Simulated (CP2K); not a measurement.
# Al (Fm-3m) in CP2K: notebook

Runs on Al. Level: r2SCAN. Tasks: single point, equation of state.

All numbers are computed with CP2K 2026.2; they aren't measurements. Logs are shortened: lines on timing, memory, paths and dates and some standing lists are left out, and cuts for length are marked.

**What was measured.**

“The interpretation of polycrystalline coherent inelastic neutron scattering from aluminium”, 2013, pmc:3831299 quotes, for a bulk crystal of Al: bulk modulus 76.9 GPa.

The results are compared with them further down.

## Step 1: The crystal as given

Symmetry: Fm-3m, No. 225, cubic system. The conventional cell has a = 4.050 Å, b = 4.050 Å, c = 4.050 Å, α = 90.00°, β = 90.00°, γ = 90.00°. Around Al (site symmetry m-3m) lie 12 Al at 2.86 Å.

## Step 2: Single point, r2SCAN, 16.60 Å³/atom

Input file al_eos.inp:

```
&GLOBAL
  PROJECT al_eos
  RUN_TYPE ENERGY_FORCE
  PRINT_LEVEL LOW
&END GLOBAL
&FORCE_EVAL
  METHOD QS
  STRESS_TENSOR ANALYTICAL
  &DFT
    BASIS_SET_FILE_NAME BASIS_MOLOPT_UZH
    POTENTIAL_FILE_NAME POTENTIAL_UZH
    &MGRID
      CUTOFF 675
      REL_CUTOFF 60
      NGRIDS 5
    &END MGRID
    &QS
      METHOD GPW
      EPS_DEFAULT 1.0E-10
    &END QS
    &KPOINTS
      SCHEME MONKHORST-PACK 11 11 11
      GAMMA_CENTERED T
      SYMMETRY T
      SYMMETRY_BACKEND SPGLIB
    &END KPOINTS
    &SCF
      SCF_GUESS ATOMIC
      EPS_SCF 1.0E-6
      MAX_SCF 100
      ADDED_MOS 8
      CHOLESKY OFF
      EPS_EIGVAL 1.0E-7
      &DIAGONALIZATION ON
        ALGORITHM STANDARD
      &END DIAGONALIZATION
      &MIXING ON
        METHOD BROYDEN_MIXING
        ALPHA 0.4
        BETA 1.5
        NBUFFER 8
      &END MIXING
      &SMEAR ON
        METHOD FERMI_DIRAC
        ELECTRONIC_TEMPERATURE [K] 1160.452
      &END SMEAR
    &END SCF
    &XC
      &XC_FUNCTIONAL
        &MGGA_X_R2SCAN
        &END MGGA_X_R2SCAN
        &MGGA_C_R2SCAN
        &END MGGA_C_R2SCAN
      &END XC_FUNCTIONAL
    &END XC
    &PRINT
      &KPOINTS ON
      &END KPOINTS
      &MULLIKEN ON
      &END MULLIKEN
      &MO ON
        ENERGIES T
        OCCUPATION_NUMBERS T
        &EACH
          QS_SCF 0
        &END EACH
        ADD_LAST NUMERIC
      &END MO
    &END PRINT
  &END DFT
  &SUBSYS
    &CELL
      A 2.8635066922 0.0000000000 0.0000000000
      B 1.4317533461 2.4798695393 0.0000000000
      C 1.4317533461 0.8266231798 2.3380434236
      PERIODIC XYZ
    &END CELL
    &COORD
      SCALED
      Al  0.0000000000 0.0000000000 0.0000000000
    &END COORD
    &KIND Al
      BASIS_SET TZVP-MOLOPT-SCAN-GTH-q3
      POTENTIAL GTH-SCAN-q3
    &END KIND
    &PRINT
      &ATOMIC_COORDINATES ON
      &END ATOMIC_COORDINATES
      &CELL ON
      &END CELL
      &SYMMETRY ON
      &END SYMMETRY
    &END PRINT
  &END SUBSYS
  &PRINT
    &FORCES ON
    &END FORCES
    &STRESS_TENSOR ON
    &END STRESS_TENSOR
  &END PRINT
&END FORCE_EVAL
```

Potentials or basis: POTENTIAL_UZH Al GTH-SCAN-q3; TZVP-MOLOPT-SCAN-GTH basis.

Launch:

```bash
$ OMP_NUM_THREADS=1 cp2k.psmp -i al_eos.inp -o al_eos.out
```

al_eos.out:

```text

 CP2K| version string:                                       CP2K version 2026.2
 CP2K| Input file name                                                al_eos.inp

 GLOBAL| Force Environment number                                              1
 GLOBAL| Basis set file name                                    BASIS_MOLOPT_UZH
 GLOBAL| Potential file name                                       POTENTIAL_UZH
 GLOBAL| MM Potential file name                                     MM_POTENTIAL
 GLOBAL| Coordinate file name                                      __STD_INPUT__
 GLOBAL| Method name                                                        CP2K
 GLOBAL| Project name                                                     al_eos
 GLOBAL| Run type                                                   ENERGY_FORCE
 GLOBAL| FFT library                                                       FFTW3
[... 6 lines left out ...]
 GLOBAL| Total number of message passing processes                             1
 GLOBAL| Number of threads for this process                                    1
 GLOBAL| CPU model name            Intel(R) Xeon(R) Platinum 8375C CPU @ 2.90GHz

 CELL| Volume [angstrom^3]:                                            16.602734
 CELL| Vector a [angstrom]:       2.864     0.000     0.000   |a| =     2.863507
 CELL| Vector b [angstrom]:       1.432     2.480     0.000   |b| =     2.863507
 CELL| Vector c [angstrom]:       1.432     0.827     2.338   |c| =     2.863507
 CELL| Angle (b,c), alpha [degree]:                                    60.000000
 CELL| Angle (a,c), beta  [degree]:                                    60.000000
 CELL| Angle (a,b), gamma [degree]:                                    60.000000
 CELL| Numerically orthorhombic:                                              NO
 CELL| Periodicity                                                           XYZ

 CELL_REF| Volume [angstrom^3]:                                        16.602734
 CELL_REF| Vector a [angstrom     2.864     0.000     0.000   |a| =     2.863507
 CELL_REF| Vector b [angstrom     1.432     2.480     0.000   |b| =     2.863507
 CELL_REF| Vector c [angstrom     1.432     0.827     2.338   |c| =     2.863507
 CELL_REF| Angle (b,c), alpha [degree]:                                60.000000
 CELL_REF| Angle (a,c), beta  [degree]:                                60.000000
 CELL_REF| Angle (a,b), gamma [degree]:                                60.000000
 CELL_REF| Numerically orthorhombic:                                          NO
 CELL_REF| Periodicity                                                       XYZ
[... 9 lines left out ...]
 TOTAL NUMBERS AND MAXIMUM NUMBERS

  Total number of            - Atomic kinds:                                   1
                             - Atoms:                                          1
                             - Shell sets:                                     1
                             - Shells:                                         7
                             - Primitive Cartesian functions:                  4
                             - Cartesian basis functions:                     18
                             - Spherical basis functions:                     17

[... 301 lines left out ...]
 MO|      1               0.068432               1.862140               2.000000
 MO|      2               0.103135               2.806456               2.000000
 MO|      3               0.593504              16.150056               0.000000
 MO|      4               0.644651              17.541859               0.000000
 MO|      5               0.769971              20.951969               0.000000
 MO|      6               0.825793              22.470961               0.000000
 MO|      7               0.939524              25.565742               0.000000
 MO|      8               1.244070              33.852870               0.000000
 MO|      9               1.262620              34.357626               0.000000
 MO|     10               1.471528              40.042309               0.000000
 MO| Sum:                                                               4.000000
 MO| E(Fermi):            0.256576 a.u.          6.981776 eV
 MO| Band gap:            0.490368 a.u.         13.343601 eV

 MO| EIGENVALUES AND OCCUPATION NUMBERS FOR K POINT 12
 MO|
 MO|  Index      Eigenvalue [a.u.]        Eigenvalue [eV]             Occupation
 MO|      1              -0.011943              -0.324977               2.000000
 MO|      2               0.204735               5.571124               1.999999
 MO|      3               0.572790              15.586405               0.000000
 MO|      4               0.684404              18.623585               0.000000
 MO|      5               0.810432              22.052984               0.000000
 MO|      6               0.813391              22.133485               0.000000
 MO|      7               0.942766              25.653956               0.000000
 MO|      8               1.164240              31.680582               0.000000
 MO|      9               1.237217              33.666382               0.000000
 MO|     10               1.458462              39.686758               0.000000
 MO| Sum:                                                               3.999999
 MO| E(Fermi):            0.256576 a.u.          6.981776 eV
[... 18 lines left out ...]
 MO|
 MO|  Index      Eigenvalue [a.u.]        Eigenvalue [eV]             Occupation
 MO|      1              -0.012023              -0.327173               2.000000
 MO|      2               0.322229               8.768286               0.000000
 MO|      3               0.455885              12.405275               0.000000
 MO|      4               0.495124              13.473004               0.000000
 MO|      5               0.745148              20.276501               0.000000
 MO|      6               0.873969              23.781900               0.000000
 MO|      7               1.011557              27.525868               0.000000
 MO|      8               1.168315              31.791480               0.000000
 MO|      9               1.272512              34.626807               0.000000
 MO|     10               1.562020              42.504722               0.000000
 MO| Sum:                                                               2.000000
 MO| E(Fermi):            0.256576 a.u.          6.981776 eV

 [... the levels of further k-points ...]

 !-----------------------------------------------------------------------------!
                     Mulliken Population Analysis

 #  Atom  Element  Kind  Atomic population                           Net charge
       1     Al       1          3.000000                              0.000000
 # Total charge                              3.000000                  0.000000

 !-----------------------------------------------------------------------------!

 ENERGY| Total FORCE_EVAL ( QS ) energy [hartree]             -2.076816741918804

 FORCES| Atomic forces [hartree/bohr]
 FORCES|   Atom     x               y               z               |f|
 FORCES|      1  6.80031920E-16 -2.99408196E-16 -6.85173048E-16   1.01071796E-15
 FORCES| Sum     6.80031920E-16 -2.99408196E-16 -6.85173048E-16
 FORCES| Total atomic force                                       1.01071796E-15

 STRESS| Analytical stress tensor [bar]
 STRESS|                        x                   y                   z
 STRESS|      x       -3.68089927483E+04  -7.30498443079E-02  -6.87683687264E-02
 STRESS|      y       -7.30498443079E-02  -3.68090522943E+04   3.53510365698E-01
 STRESS|      z       -6.87683687264E-02   3.53510365698E-01  -3.68089255084E+04
 STRESS| 1/3 Trace                                            -3.68089901837E+04
 STRESS| Determinant                                          -4.98725655174E+13

 STRESS| Eigenvectors and eigenvalues of the analytical stress tensor [bar]
 STRESS|                        1                   2                   3
 STRESS| Eigenvalues  -3.68093484649E+04  -3.68090178871E+04  -3.68086041990E+04
 STRESS|      x          -0.034785143096      0.968016303361     -0.248464142778
 STRESS|      y          -0.769598080744      0.132662036329      0.624595531710
 STRESS|      z           0.637580416837      0.212944172364      0.740368821279
```

Wall time 73 s (1 thread of Intel Xeon Platinum 8375C at 2.90GHz (Ice Lake), shared host); peak memory 0.29 GiB.

What came out:

| Property | Result |
| --- | --- |
| Free energy | -56.5131 eV |
| Pressure | -3.7 GPa |
| Band gap on the k mesh | none (metal or under the smearing width) |

Caveat: the basis of atomic orbitals isn't converged, which shifts pressures, moduli and gaps.

## Step 3: Single point, r2SCAN, 16.27 Å³/atom (volume scaled by 0.98)

al_eos.inp: that of step 2 with these lines changed.

```diff
@@ -11,2 +11,3 @@
     POTENTIAL_FILE_NAME POTENTIAL_UZH
+    WFN_RESTART_FILE_NAME previous-RESTART.kp
     &MGRID
@@ -27,3 +28,3 @@
     &SCF
-      SCF_GUESS ATOMIC
+      SCF_GUESS RESTART
       EPS_SCF 1.0E-6
@@ -72,5 +73,5 @@
     &CELL
-      A 2.8635066922 0.0000000000 0.0000000000
-      B 1.4317533461 2.4798695393 0.0000000000
-      C 1.4317533461 0.8266231798 2.3380434236
+      A 2.8442879474 0.0000000000 0.0000000000
+      B 1.4221439737 2.4632256181 0.0000000000
+      C 1.4221439737 0.8210752061 2.3223513842
       PERIODIC XYZ
```

Potentials or basis: POTENTIAL_UZH Al GTH-SCAN-q3; TZVP-MOLOPT-SCAN-GTH basis.

Launch:

```bash
$ OMP_NUM_THREADS=1 cp2k.psmp -i al_eos.inp -o al_eos.out
```

It took 63 s on 1 thread of Intel Xeon Platinum 8375C at 2.90GHz (Ice Lake), shared host; peak memory 0.28 GiB.

It converged, with:

* Free energy: -56.5191 eV
* Pressure: -2.1 GPa
* Band gap on the k mesh: none (metal or under the smearing width)

Caveat: the basis of atomic orbitals isn't converged, which shifts pressures, moduli and gaps.

## Step 4: Single point, r2SCAN, 16.93 Å³/atom (volume scaled by 1.02)

al_eos.inp: that of step 3 with these lines changed.

```diff
@@ -73,5 +73,5 @@
     &CELL
-      A 2.8442879474 0.0000000000 0.0000000000
-      B 1.4221439737 2.4632256181 0.0000000000
-      C 1.4221439737 0.8210752061 2.3223513842
+      A 2.8824708653 0.0000000000 0.0000000000
+      B 1.4412354327 2.4962929950 0.0000000000
+      C 1.4412354327 0.8320976650 2.3535276061
       PERIODIC XYZ
```

Launch:

```bash
$ OMP_NUM_THREADS=1 cp2k.psmp -i al_eos.inp -o al_eos.out
```

It took 56 s on 1 thread of Intel Xeon Platinum 8375C at 2.90GHz (Ice Lake), shared host; peak memory 0.28 GiB.

It converged, with:

```
Free energy            : -56.5040 eV
Pressure               : -5.1 GPa
Band gap on the k mesh : none (metal or under the smearing width)
```

Caveat: the basis of atomic orbitals isn't converged, which shifts pressures, moduli and gaps.

## Step 5: Single point, r2SCAN, 15.94 Å³/atom (volume scaled by 0.96)

al_eos.inp: that of step 4 with these lines changed.

```diff
@@ -73,5 +73,5 @@
     &CELL
-      A 2.8824708653 0.0000000000 0.0000000000
-      B 1.4412354327 2.4962929950 0.0000000000
-      C 1.4412354327 0.8320976650 2.3535276061
+      A 2.8248059117 0.0000000000 0.0000000000
+      B 1.4124029558 2.4463536802 0.0000000000
+      C 1.4124029558 0.8154512268 2.3064443686
       PERIODIC XYZ
```

Launch:

```bash
$ OMP_NUM_THREADS=1 cp2k.psmp -i al_eos.inp -o al_eos.out
```

Wall time 68 s (1 thread of Intel Xeon Platinum 8375C at 2.90GHz (Ice Lake), shared host); peak memory 0.28 GiB.

Results (log left out):

```
Free energy            : -56.5218 eV
Pressure               : -0.4 GPa
Band gap on the k mesh : none (metal or under the smearing width)
```

Caveat: the basis of atomic orbitals isn't converged, which shifts pressures, moduli and gaps.

## Step 6: Single point, r2SCAN, 17.27 Å³/atom (volume scaled by 1.04)

al_eos.inp: that of step 5 with these lines changed.

```diff
@@ -73,5 +73,5 @@
     &CELL
-      A 2.8248059117 0.0000000000 0.0000000000
-      B 1.4124029558 2.4463536802 0.0000000000
-      C 1.4124029558 0.8154512268 2.3064443686
+      A 2.9011887331 0.0000000000 0.0000000000
+      B 1.4505943666 2.5125031440 0.0000000000
+      C 1.4505943666 0.8375010480 2.3688106812
       PERIODIC XYZ
```

Potentials or basis: POTENTIAL_UZH Al GTH-SCAN-q3; TZVP-MOLOPT-SCAN-GTH basis.

Launch:

```bash
$ OMP_NUM_THREADS=1 cp2k.psmp -i al_eos.inp -o al_eos.out
```

It took 67 s on 1 thread of Intel Xeon Platinum 8375C at 2.90GHz (Ice Lake), shared host; peak memory 0.28 GiB.

It converged, with:

```yaml
Free_energy: -56.4922 eV
Pressure: -6.3 GPa
Band_gap_on_the_k_mesh: none (metal or under the smearing width)
```

Caveat: the basis of atomic orbitals isn't converged, which shifts pressures, moduli and gaps.

## Step 7: Single point, r2SCAN, 15.61 Å³/atom (volume scaled by 0.94)

al_eos.inp: that of step 6 with these lines changed.

```diff
@@ -73,5 +73,5 @@
     &CELL
-      A 2.9011887331 0.0000000000 0.0000000000
-      B 1.4505943666 2.5125031440 0.0000000000
-      C 1.4505943666 0.8375010480 2.3688106812
+      A 2.8050513779 0.0000000000 0.0000000000
+      B 1.4025256889 2.4292457521 0.0000000000
+      C 1.4025256889 0.8097485841 2.2903148593
       PERIODIC XYZ
```

Launch:

```bash
$ OMP_NUM_THREADS=1 cp2k.psmp -i al_eos.inp -o al_eos.out
```

It took 75 s on 1 thread of Intel Xeon Platinum 8375C at 2.90GHz (Ice Lake), shared host; peak memory 0.28 GiB.

The run converged. Its results:

| Property | Result |
| --- | --- |
| Free energy | -56.5207 eV |
| Pressure | 1.5 GPa |
| Band gap on the k mesh | none (metal or under the smearing width) |

Caveat: the basis of atomic orbitals isn't converged, which shifts pressures, moduli and gaps.

## Step 8: Single point, r2SCAN, 17.60 Å³/atom (volume scaled by 1.06)

al_eos.inp: that of step 7 with these lines changed.

```diff
@@ -73,5 +73,5 @@
     &CELL
-      A 2.8050513779 0.0000000000 0.0000000000
-      B 1.4025256889 2.4292457521 0.0000000000
-      C 1.4025256889 0.8097485841 2.2903148593
+      A 2.9196681405 0.0000000000 0.0000000000
+      B 1.4598340702 2.5285067802 0.0000000000
+      C 1.4598340702 0.8428355934 2.3838990541
       PERIODIC XYZ
```

Launch:

```bash
$ OMP_NUM_THREADS=1 cp2k.psmp -i al_eos.inp -o al_eos.out
```

It took 75 s on 1 thread of Intel Xeon Platinum 8375C at 2.90GHz (Ice Lake), shared host; peak memory 0.28 GiB.

Results (log left out):

```yaml
Free_energy: -56.4780 eV
Pressure: -7.4 GPa
Band_gap_on_the_k_mesh: none (metal or under the smearing width)
```

Caveat: the basis of atomic orbitals isn't converged, which shifts pressures, moduli and gaps.

## Step 9: Equation of state, r2SCAN

Potentials or basis: POTENTIAL_UZH Al GTH-SCAN-q3; TZVP-MOLOPT-SCAN-GTH basis.

No new run: the results of the series are fitted here.

What came out:

| Item | Value |
| --- | --- |
| Equilibrium volume | 15.86 Å³/atom |
| Bulk modulus | 89 GPa |
| Pressure derivative of the bulk modulus | 4.4 |

Energy against volume, from the lowest point:
```csv
volume (Å³/atom),energy (meV/atom)
15.607,1.09
15.939,0.00
16.271,2.66
16.603,8.72
16.935,17.81
17.267,29.59
17.599,43.78
```

Caveat: the basis of atomic orbitals isn't converged, which shifts pressures, moduli and gaps.

## Step 10: Comparison with measurements

Step 9. Measured bulk modulus of Al: 76.9 GPa (quoted in “The interpretation of polycrystalline coherent inelastic neutron scattering from aluminium”, 2013, pmc:3831299). This calculation gives 89 GPa (+16.1 %). The fit is for a static lattice scaled at fixed shape and fixed fractional positions.
